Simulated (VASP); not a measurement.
# MgTe (P6_3mc) in VASP: notebook

Aim: see how the results for MgTe move with the level of theory and the settings. Levels: LDA, PBE+D3(BJ). Tasks: relaxation of cell and atoms.

Program: VASP 6.6.1. These are calculated values, not measurements. Logs are shortened: lines on timing, memory, paths and dates and some standing lists are left out, and cuts for length are marked.

## (1) Starting point

Symmetry: P6_3mc, No. 186, hexagonal system. The conventional cell has a = 4.508 Å, b = 4.508 Å, c = 7.334 Å, α = 90.00°, β = 90.00°, γ = 120.00°. Mg (site symmetry 3m) has 4 Te at 2.76 Å as nearest neighbours. Te (site symmetry 3m) has 4 Mg at 2.76 Å as nearest neighbours.

## (2) Relaxation of cell and atoms, LDA

The input, INCAR:

```
PREC = Accurate
ENCUT = 600
EDIFF = 1E-7
ISMEAR = 0
SIGMA = 0.03
LREAL = False
LASPH = True
NELM = 80
ALGO = Normal
ISIF = 3
LWAVE = False
LCHARG = False
IBRION = 2
NSW = 90
EDIFFG = -0.005
```

The input, KPOINTS:

```
regular mesh
0
Gamma
  9 9 4
```

The input, POSCAR:

```
MgTe                                    
1.0
    4.5082365347      0.0000000000     -0.0000000000
   -2.2541182674      3.9042473653     -0.0000000000
    0.0000000000      0.0000000000      7.3339637030
  Mg              Te            
     2     2
Direct
     0.3333333332999970    0.6666666667000030    0.0042425621157716
     0.6666666667000030    0.3333333332999970    0.5042425621157716
     0.3333333332999970    0.6666666667000030    0.3807574378842264
     0.6666666667000030    0.3333333332999970    0.8807574378842264
```

Potentials or basis: VASP PAW LDA potentials, release 64 (Mg, Te).

On the command line:

```sh
cat potpaw_LDA.64/Mg/POTCAR potpaw_LDA.64/Te/POTCAR > POTCAR
mpirun -np 1 vasp_std > vasp.out
```

OUTCAR:

```text
PREC = Accurate
   ENCUT = 600
   EDIFF = 1E-7
   ISMEAR = 0
   LREAL = False
   LASPH = True
   NELM = 80
   ISIF = 3
   IBRION = 2
   NSW = 90
   EDIFFG = -0.005

 ion  position               nearest neighbor table
   1  0.333  0.667  0.004-   4 2.76   4 2.76   4 2.76   3 2.76
   2  0.667  0.333  0.504-   3 2.76   3 2.76   3 2.76   4 2.76
   3  0.333  0.667  0.381-   2 2.76   2 2.76   2 2.76   1 2.76
   4  0.667  0.333  0.881-   1 2.76   1 2.76   1 2.76   2 2.76

  LATTYP: Found a hexagonal cell.
 ALAT       =     4.5082365347
 C/A-ratio  =     1.6267921274

  Lattice vectors:

 A1 = (   4.5082365347,   0.0000000000,   0.0000000000)
 A2 = (  -2.2541182674,   3.9042473653,   0.0000000000)
 A3 = (   0.0000000000,   0.0000000000,   7.3339637030)

Analysis of symmetry for initial positions (statically):
=====================================================================
 Subroutine PRICEL returns:
 Original cell was already a primitive cell.

 Routine SETGRP: Setting up the symmetry group for a
 hexagonal supercell.

 Subroutine GETGRP returns: Found 12 space group operations
 (whereof  6 operations were pure point group operations)
 out of a pool of 24 trial point group operations.

The static configuration has the point symmetry C_3v.
 The point group associated with its full space group is C_6v.

Analysis of symmetry for dynamics (positions and initial velocities):
=====================================================================
 Subroutine PRICEL returns:
 Original cell was already a primitive cell.

 Routine SETGRP: Setting up the symmetry group for a
 hexagonal supercell.

 Subroutine GETGRP returns: Found 12 space group operations
 (whereof  6 operations were pure point group operations)
 out of a pool of 24 trial point group operations.

The dynamic configuration has the point symmetry C_3v.
 The point group associated with its full space group is C_6v.

 Subroutine INISYM returns: Found 12 space group operations
 (whereof  6 operations are pure point group operations),
 and found     1 'primitive' translations

----------------------------------------------------------------------------------------

                                     Primitive cell

  volume of cell :     129.0871

  direct lattice vectors                    reciprocal lattice vectors
     4.508236535  0.000000000  0.000000000     0.221816223  0.128065656  0.000000000
    -2.254118267  3.904247365  0.000000000     0.000000000  0.256131312  0.000000000
     0.000000000  0.000000000  7.333963703     0.000000000  0.000000000  0.136351916

  length of vectors
     4.508236535  4.508236535  7.333963703     0.256131312  0.256131312  0.136351916

  position of ions in fractional coordinates (direct lattice)
     0.333333333  0.666666667  0.004242562
     0.666666667  0.333333333  0.504242562
     0.333333333  0.666666667  0.380757438
     0.666666667  0.333333333  0.880757438

  ion indices of the primitive-cell ions
   primitive index   ion index
                 1           1
                 2           2
                 3           3
                 4           4

----------------------------------------------------------------------------------------

 KPOINTS: regular mesh

Automatic generation of k-mesh.
 Grid dimensions read from file:
 generate k-points for:    9    9    4

 Generating k-lattice:

  Cartesian coordinates                     Fractional coordinates (reciprocal lattice)
     0.024646247  0.014229517  0.000000000     0.111111111  0.000000000  0.000000000
     0.000000000  0.028459035  0.000000000     0.000000000  0.111111111  0.000000000
     0.000000000  0.000000000  0.034087979     0.000000000  0.000000000  0.250000000

  Length of vectors
     0.028459035  0.028459035  0.034087979

  Shift w.r.t. Gamma in fractional coordinates (k-lattice)
     0.000000000  0.000000000  0.000000000

 Subroutine IBZKPT returns following result:
 ===========================================

 Found     36 irreducible k-points:

 Following reciprocal coordinates:
            Coordinates               Weight
  0.000000  0.000000  0.000000      1.000000
  0.111111  0.000000  0.000000      6.000000
  0.222222  0.000000  0.000000      6.000000
  0.333333  0.000000  0.000000      6.000000
  0.444444  0.000000  0.000000      6.000000
  0.111111  0.111111  0.000000      6.000000
[... 16 lines left out ...]
  0.333333  0.222222  0.250000     24.000000
  0.333333  0.333333  0.250000      4.000000
 [... further k-points ...]
   k-points           NKPTS =     36   k-points in BZ     NKDIM =     36   number of bands    NBANDS=     12
   number of dos      NEDOS =    301   number of ions     NIONS =      4
   total plane-waves  NPLWV =  77760
   dimension x,y,z NGX =    36 NGY =   36 NGZ =   60
   dimension x,y,z NGXF=    72 NGYF=   72 NGZF=  120
   ions per type =               2   2
   NGX,Y,Z   is equivalent  to a cutoff of  13.28, 13.28, 13.60 a.u.
[... 86 lines left out ...]
      1      -8.3051      2.00000
      2      -7.6664      2.00000
      3      -1.2973      2.00000
      4       1.0637      2.00000
      5       1.4205      2.00000
      6       1.5189      2.00000
      7       2.0089      2.00000
      8       2.0102      2.00000
      9       5.0636      0.00000
     10       5.4643      0.00000
     11       7.0372      0.00000
     12       7.5004      0.00000

 k-point     3 :       0.2222    0.0000    0.0000
  band No.  band energies     occupation
      1      -8.1465      2.00000
      2      -7.5865      2.00000
      3      -1.0703      2.00000
      4       0.1924      2.00000
      5       0.6145      2.00000
      6       1.1586      2.00000
      7       1.8091      2.00000
      8       1.8722      2.00000
      9       5.7021      0.00000
     10       5.7964      0.00000
     11       7.1365      0.00000
     12       7.4645      0.00000

 k-point     4 :       0.3333    0.0000    0.0000
  band No.  band energies     occupation
      1      -7.9323      2.00000
      2      -7.5086      2.00000
      3      -0.9037      2.00000
      4      -0.3896      2.00000
      5      -0.1194      2.00000
      6       0.9147      2.00000
      7       1.4551      2.00000
      8       1.7104      2.00000
      9       5.3499      0.00000
     10       6.0056      0.00000
     11       6.5572      0.00000
     12       7.6605      0.00000

 k-point     5 :       0.4444    0.0000    0.0000
  band No.  band energies     occupation
      1      -7.7510      2.00000
      2      -7.4852      2.00000
      3      -1.1463      2.00000
      4      -0.6396      2.00000
      5      -0.0967      2.00000
      6       0.7752      2.00000
      7       1.0613      2.00000
      8       1.6077      2.00000
      9       5.1192      0.00000
     10       5.9049      0.00000
     11       6.2773      0.00000
     12       7.5229      0.00000
[... 228 lines left out ...]
      1      -7.6627      2.00000
      2      -7.5161      2.00000
      3      -1.2429      2.00000
      4      -0.9279      2.00000
      5       0.3165      2.00000
      6       0.7314      2.00000
      7       1.0584      2.00000
      8       1.3230      2.00000
      9       5.3650      0.00000
     10       5.7427      0.00000
     11       6.9752      0.00000
     12       7.0222      0.00000

 k-point    22 :       0.2222    0.2222    0.2500
  band No.  band energies     occupation
      1      -7.7751      2.00000
      2      -7.5355      2.00000
      3      -0.9499      2.00000
      4      -0.6496      2.00000
      5       0.3675      2.00000
      6       0.3963      2.00000
      7       0.9702      2.00000
      8       1.4901      2.00000
      9       6.0461      0.00000
     10       6.2329      0.00000
     11       7.1006      0.00000
     12       7.2793      0.00000

 k-point    23 :       0.3333    0.2222    0.2500
  band No.  band energies     occupation
      1      -7.6322      2.00000
      2      -7.5110      2.00000
      3      -1.0417      2.00000
      4      -0.8441      2.00000
      5      -0.0269      2.00000
      6       0.6063      2.00000
      7       0.7456      2.00000
      8       1.2633      2.00000
      9       5.8267      0.00000
     10       6.4692      0.00000
     11       6.9304      0.00000
     12       7.1243      0.00000

 k-point    24 :       0.3333    0.3333    0.2500
  band No.  band energies     occupation
      1      -7.5423      2.00000
      2      -7.5423      2.00000
      3      -0.8766      2.00000
      4      -0.8766      2.00000
      5      -0.3489      2.00000
      6       0.3852      2.00000
      7       0.9996      2.00000
      8       0.9996      2.00000
      9       5.8975      0.00000
     10       6.6415      0.00000
     11       6.6415      0.00000
     12       8.0069      0.00000

 [... further k-points ...]

------------------------ aborting loop because EDIFF is reached ----------------------------------------

  FORCE on cell =-STRESS in cart. coord.  units (eV):
  Direction    XX          YY          ZZ          XY          YZ          ZX
  --------------------------------------------------------------------------------------
  -------------------------------------------------------------------------------------
  Total        0.0016991      0.0016991      0.0049983     -0.0000000      0.0000000      0.0000000
  in kB        0.0210884      0.0210884      0.0620365     -0.0000000      0.0000000      0.0000000
  external PRESSURE =       0.0347378 kB  Pullay stress =       0.0000000 kB

 VOLUME and BASIS-vectors are now :
 -----------------------------------------------------------------------------
  energy-cutoff  :      600.00
  volume of cell :      129.09
      direct lattice vectors                 reciprocal lattice vectors
     4.508236535  0.000000000  0.000000000     0.221816223  0.128065656  0.000000000
    -2.254118267  3.904247365  0.000000000     0.000000000  0.256131312  0.000000000
     0.000000000  0.000000000  7.333963703     0.000000000  0.000000000  0.136351916

 POSITION                                       TOTAL-FORCE (eV/Angst)
 -----------------------------------------------------------------------------------
     -0.00000      2.60283      0.03111        -0.000000      0.000000     -0.000759
      2.25412      1.30142      3.69810         0.000000     -0.000000     -0.000759
     -0.00000      2.60283      2.79246        -0.000000     -0.000000      0.000759
      2.25412      1.30142      6.45944         0.000000      0.000000      0.000759
 -----------------------------------------------------------------------------------
    total drift:                               -0.000000     -0.000000     -0.000168

  FREE ENERGIE OF THE ION-ELECTRON SYSTEM (eV)
  ---------------------------------------------------
  free  energy   TOTEN  =       -14.6198946622 eV

  energy  without entropy=      -14.6198946622  energy(sigma->0) =      -14.61989466

 reached required accuracy - stopping structural energy minimisation
```

Wall time 27 s (1 thread of Intel Xeon Platinum 8488C (Sapphire Rapids), shared host); peak memory 0.25 GiB.

Results:

- Free energy: -14.6199 eV
- Pressure after relaxing: 0.0 GPa
- Band gap on the k mesh: 2.45 eV, direct

Final structure:
```xyz
4
Lattice="4.5082 0.0000 0.0000 -2.2541 3.9042 0.0000 0.0000 0.0000 7.3340" Properties=species:S:1:pos:R:3 pbc="T T T"
Mg    0.0000    2.6028    0.0311
Mg    2.2541    1.3014    3.6981
Te    0.0000    2.6028    2.7925
Te    2.2541    1.3014    6.4594
```

Levels at points of the mesh, in eV from the valence-band top:
| k point | band 6 | band 7 | band 8 | band 9 | band 10 | band 11 |
| --- | --- | --- | --- | --- | --- | --- |
| (0.00, 0.00, 0.00) | -0.01 | -0.01 | 0.00 | 2.45 | 2.92 | 5.23 |
| (0.00, 0.00, 0.50) | -0.28 | -0.28 | -0.28 | 3.44 | 3.44 | 5.49 |

Caveat: the relaxation stopped at its first step, so nothing moved; spin-orbit coupling is left out, which moves the levels of the heavy elements.

## (3) Relaxation of cell and atoms, PBE+D3(BJ)

This run uses another cell than the first one, of 32.42 Å³/atom, 1.005 times its volume.

The input, INCAR:

```
SYSTEM = MgTe
  ALGO = Normal
  EDIFF = 1E-6
  EDIFFG = -0.01
  ENCUT = 600
  GGA = PE
  IBRION = 2
  ISIF = 3
  ISMEAR = 0
  IVDW = 12
  LASPH = .True.
  LCHARG = .False.
  LREAL = .False.
  LWAVE = .False.
  NELM = 80
  NSW = 90
  PREC = Accurate
  SIGMA = 0.03
```

The input, KPOINTS:

```
k-points
0
Gamma
  9 9 4
  0 0 0
```

The input, POSCAR:

```
MgTe
1.0
    4.5200000000      0.0000000000      0.0000000000
   -2.2600000000      3.9144348251      0.0000000000
    0.0000000000      0.0000000000      7.3300000000
Mg Te
2 2
Direct
    0.3333333333      0.6666666667      0.0000000000
    0.6666666667      0.3333333333      0.5000000000
    0.3333333333      0.6666666667      0.3850000000
    0.6666666667      0.3333333333      0.8850000000
```

Potentials or basis: VASP PAW PBE potentials, release 64 (Mg, Te).

On the command line:

```sh
cat potpaw_PBE.64/Mg/POTCAR potpaw_PBE.64/Te/POTCAR > POTCAR
mpirun -np 1 vasp_std > vasp.out
```

It took 1.8 min on 1 thread of Intel Xeon 6975P-C (Granite Rapids), shared host; peak memory 0.33 GiB.

It converged, with:

```
Free energy                            : -13.9755 eV
Relaxed volume                         : 32.96 Å³/atom
Relaxed cell                           : a = 4.538 Å, b = 4.538 Å, c = 7.392 Å, α = 90.00°, β = 90.00°, γ = 120.00°
Space group after relaxing (to 0.05 Å) : P6_3mc (No. 186)
Energy gained by relaxing              : 4.6 meV/atom
Ionic steps                            : 9
Pressure after relaxing                : 0.0 GPa
Largest force after relaxing           : 0.004 eV/Å
Band gap on the k mesh                 : 2.57 eV, direct
Dispersion energy per atom             : -0.298 eV
```

Forces on the atoms (eV/Å):
```
Mg   0.000  0.000  0.004
Mg   0.000  0.000  0.004
Te   0.000  0.000 -0.004
Te   0.000  0.000 -0.004
```

The path:
```
step  energy change (eV)  largest force (eV/Å)  pressure (GPa)  volume (Å³)
   1              0.0000                0.2363            0.67       129.69
   2             -0.0149                0.0559           -0.13       132.25
   3             -0.0149                0.0621           -0.11       132.16
   4             -0.0158                0.0406           -0.01       131.84
   5             -0.0164                0.0109            0.12       131.41
   6             -0.0171                0.0127            0.08       131.52
   7             -0.0183                0.0164           -0.01       131.87
   8             -0.0183                0.0167           -0.04       131.93
   9             -0.0184                0.0036            0.00       131.83
```

Final structure:
```yaml
crystal:
  lattice:
    - [4.53812, 0.00000, 0.00000]
    - [-2.26906, 3.93013, 0.00000]
    - [0.00000, 0.00000, 7.39154]
  atoms:
    - { symbol: Mg, position: [0.33333, 0.66667, 0.00434] }
    - { symbol: Mg, position: [0.66667, 0.33333, 0.50434] }
    - { symbol: Te, position: [0.33333, 0.66667, 0.38066] }
    - { symbol: Te, position: [0.66667, 0.33333, 0.88066] }
```

Levels at points of the mesh, in eV from the valence-band top:
```tsv
k point	band 6	band 7	band 8	band 9	band 10	band 11
(0.00, 0.00, 0.00)	0.00	0.00	0.00	2.57	3.03	5.30
(0.00, 0.00, 0.50)	-0.27	-0.27	-0.27	3.53	3.53	5.56
```

Caveat: spin-orbit coupling is left out, which moves the levels of the heavy elements. Zero-point motion and thermal expansion aren't in these numbers.

## (4) Relaxation of cell and atoms, PBE+D3(BJ)

This run uses another cell than the first one, of 32.96 Å³/atom, 1.021 times its volume.

Changes to INCAR since step 3:

```diff
@@ -2,4 +2,4 @@
   ALGO = Normal
-  EDIFF = 1E-6
-  EDIFFG = -0.01
+  EDIFF = 1E-7
+  EDIFFG = -0.005
   ENCUT = 600
```

KPOINTS is that of step 3.

The input, POSCAR:

```
MgTe                                    
1.0
    4.5381189577     -0.0000000000      0.0000000000
   -2.2690594789      3.9301263028     -0.0000000000
    0.0000000000     -0.0000000000      7.3915408634
  Mg              Te            
     2     2
Direct
     0.3333333332999970    0.6666666667000030    0.0043359198777290
     0.6666666667000030    0.3333333332999970    0.5043359198777292
     0.3333333332999970    0.6666666667000030    0.3806640801222690
     0.6666666667000030    0.3333333332999970    0.8806640801222688
```

On the command line:

```sh
cat potpaw_PBE.64/Mg/POTCAR potpaw_PBE.64/Te/POTCAR > POTCAR
mpirun -np 1 vasp_std > vasp.out
```

It took 25 s on 1 thread of Intel Xeon 6975P-C (Granite Rapids), shared host; peak memory 0.31 GiB.

Results (log left out):

| Item | Value |
| --- | --- |
| Free energy | -13.9755 eV |
| Pressure after relaxing | 0.0 GPa |
| Largest force after relaxing | 0.004 eV/Å |
| Band gap on the k mesh | 2.57 eV, direct |
| Dispersion energy per atom | -0.298 eV |

Forces in eV/Å, atoms in the order of the input:
```
Mg   0.000  0.000  0.004
Mg   0.000  0.000  0.004
Te   0.000  0.000 -0.004
Te   0.000  0.000 -0.004
```

Final structure:
```cif
data_structure
_symmetry_space_group_name_H-M 'P 1'
_symmetry_Int_Tables_number 1
_cell_length_a 4.5381
_cell_length_b 4.5381
_cell_length_c 7.3915
_cell_angle_alpha 90.000
_cell_angle_beta 90.000
_cell_angle_gamma 120.000
_cell_volume 131.83
loop_
_atom_site_label
_atom_site_type_symbol
_atom_site_fract_x
_atom_site_fract_y
_atom_site_fract_z
_atom_site_occupancy
Mg1 Mg 0.33333 0.66667 0.00434 1
Mg2 Mg 0.66667 0.33333 0.50434 1
Te1 Te 0.33333 0.66667 0.38066 1
Te2 Te 0.66667 0.33333 0.88066 1
```

Levels at points of the mesh, in eV from the valence-band top:
```csv
k point,band 6,band 7,band 8,band 9,band 10,band 11
"(0.00, 0.00, 0.00)",0.00,0.00,0.00,2.57,3.03,5.30
"(0.00, 0.00, 0.50)",-0.27,-0.27,-0.27,3.53,3.53,5.56
```

Caveat: the relaxation stopped at its first step, so nothing moved; spin-orbit coupling is left out, which moves the levels of the heavy elements.
